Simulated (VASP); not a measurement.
Runs of VASP 6.6.1 on PbO. It takes space group Pbcm (No. 57, orthorhombic). Conventional cell: a = 5.876 Å, b = 5.476 Å, c = 4.743 Å, α = 90.00°, β = 90.00°, γ = 90.00°. Pb (site symmetry m) has 2 O at 2.17 to 2.44 Å as nearest neighbours. Around O (site symmetry m) lie 2 Pb at 2.17 to 2.44 Å. 

| level | potentials or basis | gap on the mesh (eV) |
| --- | --- | --- |
| r2SCAN | VASP PAW PBE potentials, release 64 (Pb_d, O) | 2.34 |
| PBEsol | VASP PAW PBE potentials, release 64 (Pb_d, O) | (a) |
| LDA | VASP PAW LDA potentials, release 64 (Pb_d, O) | 1.88 |
| TB-mBJ | VASP PAW PBE potentials, release 64 (Pb_d, O) | 2.71 |

Alike in all rows: task band structure; no spin polarisation; cell as given; k mesh 6 × 6 × 6; cutoff (eV) 520; smearing gaussian 0.02 eV.

Fill in the values left out.

(a) 1.89.

Caveats: spin-orbit coupling is left out, which as a rule narrows the gap of such compounds by several tenths of an eV.

A k mesh can miss the band edges, and the runs leave out spin-orbit coupling on Pb.

Runs at the PBE level aren't shown here.
